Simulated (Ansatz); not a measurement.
Write a Python script for Ansatz 0.2.0 through its Python package that makes a comparison of functionals at one structure of C, space group Fmmm. Use (first run): LDA, PAW, cutoff 260 eV, Gaussian smearing of 0.1 eV. The script varies functional: lda, pbesol, blyp.

```
C
1.0
     0.00000    2.12700    3.34800
     1.22800    0.00000    3.34800
     1.22800    2.12700    0.00000
C
2
Direct
  0.16667 0.83333 0.16667
  0.83333 0.16667 0.83333
```

The script, `run_xc.py`:
```python
'''One structure of C under several functionals.'''

import ansatz as az
import numpy as np
import pandas as pd

vectors = np.array([
    [0.0, 2.127, 3.348],
    [1.228, 0.0, 3.348],
    [1.228, 2.127, 0.0],
])
xtal = (
    az.Lattice.of(vectors)
    .atom('C', (1 / 6, 5 / 6, 1 / 6))
    .atom('C', (5 / 6, 1 / 6, 5 / 6))
)

calculation = (
    xtal.calculation()
    .basis(260)
    .kpoints(density=4.3)
    .occupations('Gaussian')
    .scf(tolerance=1e-06, max_iterations=150)
    .stress()
)

rows = []
for value in ['lda', 'pbesol', 'blyp']:
    r = calculation.functional(value).run(threads=1, backend='cpu').report
    rows.append((value, r['free_energy_ev'] / len(r['lattice']['sites']), r['n_iterations'], sum(r['stress_gpa'][i][i] for i in range(3)) / 3, r['n_kpoints']))

table = pd.DataFrame(rows, columns=['functional', 'F/atom (eV)', 'iterations', 'P (GPa)', 'k-points'])
print(table.round(5).to_string(index=False))
```

Output of `python run_xc.py`:
```text
DeckWarning: basis.ecutwfc = 260 eV is below the records' recommended 420 eV, and the density's cutoff is lower with it unless basis.ecutrho_ratio is high enough to keep the records' density cutoff: compare with a run at a higher cutoff
DeckWarning: output.stress: scf.convergence.dr2_threshold = 1e-6 eV is looser than the 2e-10 eV advised for a printed stress (1e-10 eV for each atom of the cell: 2). What an SCF threshold leaves in a stress goes as its square root, and in the free energy as [...]
functional  F/atom (eV)  iterations  P (GPa)  k-points
       lda   -242.54468           6  5.12644       428
    pbesol   -246.29111           6  9.84742       428
      blyp   -251.34279           6 15.70109       428
```
(Warnings from the package without file and line, shortened.)

Caveats:
- The cutoff lies under the one recommended for these potentials.
- Under the recommended cutoff a pressure can be off by several GPa, even in sign.
- Pressure is positive in compression.
- This isn't the structure that C takes at ambient conditions.
- Total energies of different functionals can't be compared; pressures, moments and gaps at this one structure can.
- It ran for 9.6 s on 1 thread of Intel(R) Xeon(R) Processor @ 2.30GHz, with other jobs on the host, peak memory 0.53 GiB.
